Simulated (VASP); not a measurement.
# KI (Fm-3m) in VASP: notebook

The runs below take KI through single point, with HSE06, PBE0, r2SCAN.

Everything below comes from runs of VASP 6.6.1. Logs are shortened: lines on timing, memory, paths and dates and some standing lists are left out, and cuts for length are marked.

**What was measured.**

From a printed reference work, monograph, for a bulk crystal of KI: band gap 6.32 eV.

How close the calculation comes is told below.

## (1) The cell of the first run

Symmetry: Fm-3m, No. 225, cubic system. The conventional cell has a = 7.018 Å, b = 7.018 Å, c = 7.018 Å, α = 90.00°, β = 90.00°, γ = 90.00°. Within 4.6 Å of I (site symmetry m-3m) lie 6 K at 3.51 Å. K (site symmetry m-3m) has 6 I at 3.51 Å within 4.6 Å.

## (2) Single point, HSE06

Contents of POSCAR:

```
KI
1.0
    0.0000000000      3.5090643863      3.5090643863
    3.5090643863      0.0000000000      3.5090643863
    3.5090643863      3.5090643863      0.0000000000
I K
1 1
Direct
    0.5000000000      0.5000000000      0.5000000000
    0.0000000000      0.0000000000      0.0000000000
```

Contents of INCAR.step1:

```
ALGO     = Normal         # electronic algorithm
EDIFF    = 1E-5           # SCF threshold, eV
ENCUT    = 520            # plane-wave cutoff, eV
GGA      = PE             # functional
ISIF     = 2              # what is computed and relaxed
ISMEAR   = -1             # smearing method
LASPH    = T              # aspherical terms in the spheres
LCHARG   = F              # write CHGCAR
LREAL    = F              # projectors in reciprocal space
LWAVE    = T              # write WAVECAR
NBANDS   = 15             # bands
NELM     = 100            # most SCF steps
PREC     = Accurate       # precision mode
SIGMA    = 0.05           # smearing width, eV
```

Contents of INCAR.step2:

```
ALGO     = Normal         # electronic algorithm
EDIFF    = 1E-6           # SCF threshold, eV
ENCUT    = 520            # plane-wave cutoff, eV
GGA      = PE             # functional
HFSCREEN = 0.2079         # screening, 1/A
ISIF     = 2              # what is computed and relaxed
ISMEAR   = -1             # smearing method
ISTART   = 1            
LASPH    = T              # aspherical terms in the spheres
LCHARG   = F              # write CHGCAR
LHFCALC  = T              # exact exchange
LREAL    = F              # projectors in reciprocal space
LWAVE    = F              # write WAVECAR
NBANDS   = 15             # bands
NELM     = 100            # most SCF steps
PREC     = Accurate       # precision mode
PRECFOCK = Normal       
SIGMA    = 0.05           # smearing width, eV
```

Contents of KPOINTS:

```
k-points
0
Gamma
  4 4 4
```

Potentials or basis: VASP PAW PBE potentials, release 64 (I, K_sv).

Command:

```bash
cat potpaw_PBE.64/I/POTCAR potpaw_PBE.64/K_sv/POTCAR > POTCAR
cp INCAR.step1 INCAR
mpirun -np 1 vasp_std > vasp.out
cp INCAR.step2 INCAR
mpirun -np 1 vasp_std > vasp.out
```

OUTCAR:

```text
EDIFF = 1E-6
   ENCUT = 520
   GGA = PE
   HFSCREEN = 0.2079
   ISIF = 2
   ISMEAR = -1
   ISTART = 1
   LASPH = T
   LHFCALC = T
   LREAL = F
   NELM = 100
   PREC = Accurate
   PRECFOCK = Normal

 ion  position               nearest neighbor table
   1  0.500  0.500  0.500-   2 3.51   2 3.51   2 3.51   2 3.51   2 3.51   2 3.51
   2  0.000  0.000  0.000-   1 3.51   1 3.51   1 3.51   1 3.51   1 3.51   1 3.51

  LATTYP: Found a face centered cubic cell.
 ALAT       =     7.0181287726

  Lattice vectors:

 A1 = (   0.0000000000,   3.5090643863,   3.5090643863)
 A2 = (   3.5090643863,   0.0000000000,   3.5090643863)
 A3 = (   3.5090643863,   3.5090643863,   0.0000000000)

Analysis of symmetry for initial positions (statically):
=====================================================================
 Subroutine PRICEL returns:
 Original cell was already a primitive cell.

 Routine SETGRP: Setting up the symmetry group for a
 face centered cubic supercell.

 Subroutine GETGRP returns: Found 48 space group operations
 (whereof 48 operations were pure point group operations)
 out of a pool of 48 trial point group operations.

The static configuration has the point symmetry O_h .

Analysis of symmetry for dynamics (positions and initial velocities):
=====================================================================
 Subroutine PRICEL returns:
 Original cell was already a primitive cell.

 Routine SETGRP: Setting up the symmetry group for a
 face centered cubic supercell.

 Subroutine GETGRP returns: Found 48 space group operations
 (whereof 48 operations were pure point group operations)
 out of a pool of 48 trial point group operations.

The dynamic configuration has the point symmetry O_h .

 Subroutine INISYM returns: Found 48 space group operations
 (whereof 48 operations are pure point group operations),
 and found     1 'primitive' translations

----------------------------------------------------------------------------------------

                                     Primitive cell

  volume of cell :      86.4180

  direct lattice vectors                    reciprocal lattice vectors
     0.000000000  3.509064386  3.509064386    -0.142488124  0.142488124  0.142488124
     3.509064386  0.000000000  3.509064386     0.142488124 -0.142488124  0.142488124
     3.509064386  3.509064386  0.000000000     0.142488124  0.142488124 -0.142488124

  length of vectors
     4.962566446  4.962566446  4.962566446     0.246796670  0.246796670  0.246796670

  position of ions in fractional coordinates (direct lattice)
     0.500000000  0.500000000  0.500000000
     0.000000000  0.000000000  0.000000000

  ion indices of the primitive-cell ions
   primitive index   ion index
                 1           1
                 2           2

----------------------------------------------------------------------------------------

 KPOINTS: k-points

Automatic generation of k-mesh.
 Grid dimensions read from file:
 generate k-points for:    4    4    4

 Generating k-lattice:

  Cartesian coordinates                     Fractional coordinates (reciprocal lattice)
    -0.035622031  0.035622031  0.035622031     0.250000000  0.000000000  0.000000000
     0.035622031 -0.035622031  0.035622031     0.000000000  0.250000000  0.000000000
     0.035622031  0.035622031 -0.035622031     0.000000000  0.000000000  0.250000000

  Length of vectors
     0.061699167  0.061699167  0.061699167

  Shift w.r.t. Gamma in fractional coordinates (k-lattice)
     0.000000000  0.000000000  0.000000000

 Subroutine IBZKPT returns following result:
 ===========================================

 Found      8 irreducible k-points:

 Following reciprocal coordinates:
            Coordinates               Weight
  0.000000  0.000000  0.000000      1.000000
  0.250000  0.000000  0.000000      8.000000
  0.500000  0.000000  0.000000      4.000000
  0.250000  0.250000  0.000000      6.000000
  0.500000  0.250000  0.000000     24.000000
 -0.250000  0.250000  0.000000     12.000000
  0.500000  0.500000  0.000000      3.000000
 -0.250000  0.500000  0.250000      6.000000
   k-points           NKPTS =      8   k-points in BZ     NKDIM =     64   number of bands    NBANDS=     15
   number of dos      NEDOS =    301   number of ions     NIONS =      2
   total plane-waves  NPLWV =  64000
   dimension x,y,z NGX =    40 NGY =   40 NGZ =   40
   dimension x,y,z NGXF=    80 NGYF=   80 NGZF=   80
   ions per type =               1   1
   NGX,Y,Z   is equivalent  to a cutoff of  13.40, 13.40, 13.40 a.u.
   NGXF,Y,Z  is equivalent  to a cutoff of  26.80, 26.80, 26.80 a.u.
 SYSTEM =  unknown system
   PREC   = accura    normal or accurate (medium, high low for compatibility)
   ISTART =      1    job   : 0-new  1-cont  2-samecut
   ICHARG =      0    charge: 1-file 2-atom 10-const
   ISPIN  =      1    spin polarized calculation?
   LNONCOLLINEAR =      F non collinear calculations
   LSORBIT =      F    spin-orbit coupling
   LASPH  =      T    aspherical Exc in radial PAW
   ENCUT  =  520.0 eV  38.22 Ry    6.18 a.u.   9.23  9.23  9.23*2*pi/ulx,y,z
   NELM   =    100;   NELMIN=  2; NELMDL=  0     # of ELM steps
   EDIFF  = 0.1E-05   stopping-criterion for ELM
   LREAL  =      F    real-space projection
   EDIFFG = 0.1E-04   stopping-criterion for IOM
   NSW    =      0    number of steps for IOM
   IBRION =     -1    ionic relax: 0-MD 1-quasi-New 2-CG
   NFREE  =      0    steps in history (QN), initial steepest desc. (CG)
   ISIF   =      2    stress and relaxation
   ISYM   =      3    0-nonsym 1-usesym 2-fastsym
   POTIM  = 0.5000    time-step for ionic-motion
   TEBEG  =    0.0;   TEEND  =   0.0 temperature during run
   PSTRESS=    0.0 pullay stress
   NELECT =      16.0000    total number of electrons
   NUPDOWN=      -1.0000    fix difference up-down
   EMIN   =  10.00;   EMAX   =-10.00  energy-range for DOS
   EFERMI =   0.00;   METHOD = LEGACY
   ISMEAR =    -1;   SIGMA  =   0.05  broadening in eV -4-tet -1-fermi 0-gaus
   EFERMI_NEDOS =   21; number of points for ismear=-14 and -15
   IALGO  =     38    algorithm
   IMIX   =      1    mixing-type and parameters
     AMIX     =   0.40;   BMIX     =  1.00
     AMIX_MAG =   1.60;   BMIX_MAG =  1.00
  volume/ion in A,a.u.               =      43.21       291.59
  Fermi-wavevector in a.u.,A,eV,Ry     =   0.933068  1.763244 11.845459  0.870617
  Thomas-Fermi vector in A             =   2.059732
   LORBIT       =      0    0 simple, 1 ext, 2 COOP (PROOUT), +10 PAW based schemes
   GGA     = PE    functional components
   LHFCALC =     T    Hartree Fock is set to
   PRECFOCK=normal    Normal, Fast or Accurate (Low or Medium for compatibility)
   ENCUT4O =  -1.0   cutoff for four orbital integrals eV
   NKREDX  =     1    reduce k-point grid by
   NKREDY  =     1    reduce k-point grid by
   NKREDZ  =     1    reduce k-point grid by
   AEXX    =    0.2500 exact exchange contribution
   HFSCREEN=    0.2079 screening length (either q_TF or 0.3 A-1)
   HFSCREENC=   0.2079 screening length for correlation (either q_TF or 0.3 A-1)
   ENCUTFOCK=  -1.0 apply spherical cutoff to Coloumb kernel
   IVDW    =     0    specifies the selected vdW correction
   LEPSILON=     F    determine dielectric tensor
   LRPA    =     F    only Hartree local field effects (RPA)
 non-spin polarized calculation
  energy-cutoff  :      520.00
  volume of cell :       86.42
 maximum number of plane-waves:      2346
 NGX is ok and might be reduce to    40
  NGX = 28; NGY = 28; NGZ = 28

 number of electron      15.9999999 magnetization

 Free energy of the ion-electron system (eV)
  ---------------------------------------------------
  ext. energy  EPLUGINS =         0.00000000
  ---------------------------------------------------
  free energy    TOTEN  =        -6.39408118 eV

  energy without entropy =       -6.39408118  energy(sigma->0) =       -6.39408118

 E-fermi :   0.1104     XC(G=0):  -6.1064

 val. band max:       -1.0385912396   @ k =   0.0000   0.0000   0.0000
 cond. band min:       3.9670745439   @ k =   0.0000   0.0000   0.0000
 fundamental gap:      5.0056657835
 Fermi energy:         0.1103694753

 k-point     1 :       0.0000    0.0000    0.0000
  band No.  band energies     occupation
      1     -31.8317      2.00000
      2     -13.9674      2.00000
      3     -13.9674      2.00000
      4     -13.9673      2.00000
      5     -12.4640      2.00000
      6      -1.0386      2.00000
      7      -1.0386      2.00000
      8      -1.0386      2.00000
      9       3.9671      0.00000
     10       6.5985      0.00000
     11       6.5985      0.00000
     12       6.5985      0.00000
     13       7.4483      0.00000
     14       7.4483      0.00000
     15       9.7945      0.00000

 k-point     2 :       0.2500    0.0000    0.0000
  band No.  band energies     occupation
      1     -31.8305      2.00000
      2     -14.0658      2.00000
      3     -13.9680      2.00000
      4     -13.9680      2.00000
      5     -12.2852      2.00000
      6      -1.8540      2.00000
      7      -1.2295      2.00000
      8      -1.2295      2.00000
      9       5.0785      0.00000
     10       6.6578      0.00000
     11       7.2521      0.00000
     12       7.2521      0.00000
     13       8.1868      0.00000
     14       8.1868      0.00000
     15      10.7292      0.00000
[... 77 lines left out ...]
      3     -13.9884      2.00000
      4     -13.9884      2.00000
      5     -12.2867      2.00000
      6      -2.1427      2.00000
      7      -1.4465      2.00000
      8      -1.4465      2.00000
      9       4.8682      0.00000
     10       5.8490      0.00000
     11       8.4605      0.00000
     12       8.9853      0.00000
     13       9.2074      0.00000
     14      10.1910      0.00000
     15      10.1910      0.00000

 k-point     8 :      -0.2500    0.5000    0.2500
  band No.  band energies     occupation
      1     -31.8284      2.00000
      2     -14.0295      2.00000
      3     -14.0036      2.00000
      4     -14.0036      2.00000
      5     -12.2128      2.00000
      6      -1.8407      2.00000
      7      -1.8407      2.00000
      8      -1.6912      2.00000
      9       6.5149      0.00000
     10       6.5149      0.00000
     11       6.7802      0.00000
     12       8.4948      0.00000
     13       9.1601      0.00000
     14      10.2411      0.00000
     15      10.6706      0.00000

------------------------ aborting loop because EDIFF is reached ----------------------------------------

  FORCE on cell =-STRESS in cart. coord.  units (eV):
  Direction    XX          YY          ZZ          XY          YZ          ZX
  --------------------------------------------------------------------------------------
  -------------------------------------------------------------------------------------
  Total        0.3727657      0.3727657      0.3727657      0.0000000     -0.0000000      0.0000000
  in kB        6.9110258      6.9110258      6.9110258      0.0000000     -0.0000000      0.0000000
  external PRESSURE =       6.9110258 kB  Pullay stress =       0.0000000 kB

 VOLUME and BASIS-vectors are now :
 -----------------------------------------------------------------------------
  energy-cutoff  :      520.00
  volume of cell :       86.42
      direct lattice vectors                 reciprocal lattice vectors
     0.000000000  3.509064386  3.509064386    -0.142488124  0.142488124  0.142488124
     3.509064386  0.000000000  3.509064386     0.142488124 -0.142488124  0.142488124
     3.509064386  3.509064386  0.000000000     0.142488124  0.142488124 -0.142488124

 POSITION                                       TOTAL-FORCE (eV/Angst)
 -----------------------------------------------------------------------------------
      3.50906      3.50906      3.50906         0.000000      0.000000      0.000000
      0.00000      0.00000      0.00000         0.000000      0.000000     -0.000000
 -----------------------------------------------------------------------------------
    total drift:                               -0.000000     -0.000000     -0.000000

  FREE ENERGIE OF THE ION-ELECTRON SYSTEM (eV)
  ---------------------------------------------------
  free  energy   TOTEN  =        -6.3940811768 eV

  energy  without entropy=       -6.3940811768  energy(sigma->0) =       -6.39408118
```

It took 9.7 min on 1 thread of Intel Xeon Platinum 8259CL at 2.50GHz (Skylake/Cascade Lake), shared host; peak memory 0.35 GiB.

What came out:

- Free energy: -6.3941 eV
- Pressure: 0.7 GPa
- Band gap on the k mesh: 5.01 eV

Caveat: the PAW data sets were made with another functional, which shifts forces and pressure a little; spin-orbit coupling is left out, which moves the levels of the heavy elements.

## (3) Single point, HSE06

This run uses another cell than the first one, of 44.09 Å³/atom.

Contents of POSCAR:

```
KI
1.0
    0.0000000000      3.5327750000      3.5327750000
    3.5327750000      0.0000000000      3.5327750000
    3.5327750000      3.5327750000      0.0000000000
I K
1 1
Direct
    0.5000000000      0.5000000000      0.5000000000
    0.0000000000      0.0000000000      0.0000000000
```

Contents of INCAR.step1:

```
  ALGO = Normal
  EDIFF = 1E-5
  ENCUT = 520
  GGA = PE
  ISIF = 2
  ISMEAR = -1
  LASPH = T
  LCHARG = F
  LREAL = F
  LWAVE = T
  NBANDS = 15
  NELM = 80
  PREC = Accurate
  SIGMA = 0.05
```

Contents of INCAR.step2:

```
  ALGO = Normal
  EDIFF = 1E-7
  ENCUT = 520
  GGA = PE
  HFSCREEN = 0.2079
  ISIF = 2
  ISMEAR = -1
  ISTART = 1
  LASPH = T
  LCHARG = F
  LHFCALC = T
  LREAL = F
  LWAVE = F
  NBANDS = 15
  NELM = 80
  PREC = Accurate
  PRECFOCK = Normal
  SIGMA = 0.05
```

KPOINTS is that of step 2.

Potentials or basis: VASP PAW PBE potentials, release 64 (I, K_sv).

Command:

```bash
cat potpaw_PBE.64/I/POTCAR potpaw_PBE.64/K_sv/POTCAR > POTCAR
cp INCAR.step1 INCAR
mpirun -np 1 vasp_std > vasp.out
cp INCAR.step2 INCAR
mpirun -np 1 vasp_std > vasp.out
```

Wall time 11 min (1 thread of Intel Xeon Platinum 8259CL at 2.50GHz (Skylake/Cascade Lake), shared host); peak memory 0.35 GiB.

Results (log left out):

```yaml
Free_energy: -6.4003 eV
Pressure: 0.4 GPa
Band_gap_on_the_k_mesh: 4.95 eV
```

Levels at points of the mesh, in eV from the valence-band top:
| k point | band 4 | band 5 | band 6 | band 7 | band 8 | band 9 | band 10 | band 11 | band 12 | band 13 |
| --- | --- | --- | --- | --- | --- | --- | --- | --- | --- | --- |
| (0.00, 0.00, 0.00) | -12.96 | -11.39 | 0.00 | 0.00 | 0.00 | 4.95 | 7.64 | 7.64 | 7.64 | 8.48 |
| (0.50, 0.00, 0.00) | -12.96 | -11.08 | -1.39 | -0.35 | -0.35 | 6.49 | 8.91 | 9.24 | 9.24 | 10.13 |
| (0.50, 0.50, 0.00) | -12.98 | -11.22 | -1.07 | -0.40 | -0.40 | 5.94 | 6.84 | 9.48 | 9.91 | 10.17 |

Caveat: the PAW data sets were made with another functional, which shifts forces and pressure a little; spin-orbit coupling is left out, which moves the levels of the heavy elements.

## (4) Single point, PBE0

This run uses another cell than the first one, of 44.09 Å³/atom.

POSCAR is that of step 3.

Contents of INCAR.step1:

```
PREC = Accurate
ENCUT = 520
EDIFF = 1E-5
ISMEAR = -1
SIGMA = 0.05
LREAL = F
LASPH = T
NELM = 100
ALGO = Normal
ISIF = 2
LWAVE = T
LCHARG = F
NBANDS = 15
GGA = PE
```

Contents of INCAR.step2:

```
PREC = Accurate
ENCUT = 520
EDIFF = 1E-6
ISMEAR = -1
SIGMA = 0.05
LREAL = F
LASPH = T
NELM = 100
ALGO = Normal
ISIF = 2
LWAVE = F
LCHARG = F
GGA = PE
LHFCALC = T
AEXX = 0.25
PRECFOCK = Normal
NBANDS = 15
ISTART = 1
```

Contents of KPOINTS:

```
Automatic mesh
0
Gamma
  4 4 4
```

Command:

```bash
cat potpaw_PBE.64/I/POTCAR potpaw_PBE.64/K_sv/POTCAR > POTCAR
cp INCAR.step1 INCAR
mpirun -np 1 vasp_std > vasp.out
cp INCAR.step2 INCAR
mpirun -np 1 vasp_std > vasp.out
```

Run time: 17 min. Hardware: 1 thread of AMD EPYC 7R43 (Zen 3), shared host; peak memory 0.21 GiB.

Results (log left out):

```
Free energy            : -6.9160 eV
Pressure               : 0.4 GPa
Band gap on the k mesh : 5.66 eV
```

Levels at points of the mesh, in eV from the valence-band top:
```tsv
k point	band 5	band 6	band 7	band 8	band 9	band 10	band 11	band 12
(0.00, 0.00, 0.00)	-11.43	0.00	0.00	0.00	5.66	8.39	8.39	8.39
(0.50, 0.00, 0.00)	-11.11	-1.43	-0.36	-0.36	7.21	9.66	9.99	9.99
(0.50, 0.50, 0.00)	-11.26	-1.10	-0.41	-0.41	6.66	7.57	10.24	10.65
```

Caveat: the PAW data sets were made with another functional, which shifts forces and pressure a little; spin-orbit coupling is left out, which moves the levels of the heavy elements.

## (5) Single point, r2SCAN

This run uses another cell than the first one, of 41.45 Å³/atom.

Contents of POSCAR:

```
KI
1.0
    0.0000000000      3.4606573152      3.4606573152
    3.4606573152      0.0000000000      3.4606573152
    3.4606573152      3.4606573152      0.0000000000
I K
1 1
Direct
    0.5000000000      0.5000000000      0.5000000000
    0.0000000000      0.0000000000      0.0000000000
```

Contents of INCAR.step1:

```
PREC = Accurate
ENCUT = 550
ISMEAR = -1
SIGMA = 0.05
LREAL = False
LASPH = True
NELM = 120
NBANDS = 15
GGA = PE
ALGO = Normal
EDIFF = 1E-5
LWAVE = True
LCHARG = False
GGA_COMPAT = False
```

Contents of INCAR.step2:

```
PREC = Accurate
ENCUT = 550
EDIFF = 1E-6
ISMEAR = -1
SIGMA = 0.05
LREAL = False
LASPH = True
NELM = 120
ALGO = Normal
ISIF = 2
LWAVE = False
LCHARG = True
METAGGA = R2SCAN
LMIXTAU = True
LELF = True
LVHAR = True
NBANDS = 15
ISTART = 1
GGA_COMPAT = False
```

Contents of KPOINTS:

```
regular mesh
0
Gamma
  7 7 7
```

Command:

```bash
cat potpaw_PBE.64/I/POTCAR potpaw_PBE.64/K_sv/POTCAR > POTCAR
cp INCAR.step1 INCAR
mpirun -np 1 vasp_std > vasp.out
cp INCAR.step2 INCAR
mpirun -np 1 vasp_std > vasp.out
```

Wall time 2.2 min (1 thread of Intel Xeon 8259CL, shared host); peak memory 0.26 GiB.

Results (log left out):

```yaml
Free_energy: -33.9639 eV
Pressure: 1.1 GPa
Band_gap_on_the_k_mesh: 4.78 eV
```

Levels at points of the mesh, in eV from the valence-band top:
| k point | band 5 | band 6 | band 7 | band 8 | band 9 | band 10 | band 11 | band 12 |
| --- | --- | --- | --- | --- | --- | --- | --- | --- |
| (0.00, 0.00, 0.00) | -10.91 | 0.00 | 0.00 | 0.00 | 4.78 | 7.01 | 7.01 | 7.01 |

Caveat: the PAW data sets were made with another functional, which shifts forces and pressure a little; spin-orbit coupling is left out, which moves the levels of the heavy elements.

(Continued in part 2 of 2.)
